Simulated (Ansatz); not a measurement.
A trial cell of B2P3, before relaxation:

```cif
data_structure
_symmetry_space_group_name_H-M 'Cmmm'
_symmetry_Int_Tables_number 65
_cell_length_a 4.7752
_cell_length_b 5.3078
_cell_length_c 5.9341
_cell_angle_alpha 90.000
_cell_angle_beta 90.000
_cell_angle_gamma 90.000
_cell_volume 150.41
loop_
_atom_site_label
_atom_site_type_symbol
_atom_site_symmetry_multiplicity
_atom_site_Wyckoff_symbol
_atom_site_fract_x
_atom_site_fract_y
_atom_site_fract_z
_atom_site_occupancy
B1 B 4 k 0.00000 0.00000 0.31667 1
P1 P 2 a 0.00000 0.00000 0.00000 1
P2 P 4 e 0.25000 0.25000 0.00000 1
```

All numbers below come from DFT PBE, scalar-relativistic, plane waves, PAW in Ansatz 0.2.0. Cutoff 420 eV, Gaussian smearing, Γ-centred meshes. Cell and atoms relax first on a coarse mesh and then on a finer one. In between, the cell is made exact in the group found at 0.06 Å. In metals the finer mesh still leaves noise of several meV/atom or more. The steps can't lower the symmetry of their start. No spin polarisation.

A guess keeps its type if space group and coordination stay and the shape of the cell changes little (axis ratios within about 15 %, angles within 6°); the volume may change.

Problem. Does this structure survive the relaxation?

Solution. It doesn't keep its type. The symmetry stays Cmmm (No. 65). The volume per atom grows by 40.7 %, from 15.0 to 21.2 Å³. The shortest distance goes from 1.78 Å (P–P) to 1.53 Å (B–B). Counting neighbours within 15 % of an atom's shortest distance, the start has B 1, P 2/6 and the end B 2, P 2. In detail, at the end B is surrounded by 1 B at 1.53 Å and 1 P at 1.76 Å; P on a site of symmetry mmm is surrounded by 2 B at 1.76 Å and 4 P at 2.62 Å; P on a site of symmetry 2/m is surrounded by 2 P at 2.21 Å and 2 P at 2.62 Å.

```cif
data_structure
_symmetry_space_group_name_H-M 'P 1'
_symmetry_Int_Tables_number 1
_cell_length_a 5.2355
_cell_length_b 5.2355
_cell_length_c 5.0449
_cell_angle_alpha 90.000
_cell_angle_beta 90.000
_cell_angle_gamma 130.057
_cell_volume 105.84
loop_
_atom_site_label
_atom_site_type_symbol
_atom_site_fract_x
_atom_site_fract_y
_atom_site_fract_z
_atom_site_occupancy
B1 B 0.00000 0.00000 0.34816 1
B2 B 0.00000 0.00000 0.65184 1
P1 P 0.00000 0.00000 0.00000 1
P2 P 0.00000 0.50000 0.00000 1
P3 P 0.50000 0.00000 0.00000 1
```

The zero of energy is the elements' standard structures at the same level; no fitted shifts are applied. The references include black phosphorus.

Problem. At what energy does it end?

Solution. +1.13 eV/atom. A positive value: parting into the elements would lower its energy.

The last run used a 10×10×8 mesh (in the run's order of axes) for its 5-atom cell and Gaussian smearing of 0.10 eV. An odd number of electrons in the primitive cell allows no gap without spin; a larger cell or a magnetic state could open one. The cell is a metal run without spin; a magnetic state may lie lower. The reference form of P is held partly by dispersion forces, which this level lacks. A structure relaxed within its symmetry needn't be a true minimum. Another cell of B2P3 relaxed alike, in P-62m, lies 0.87 eV/atom lower, so this cell isn't the stable form at this level.

In counts of neighbours, a slash parts the counts of unlike sites.
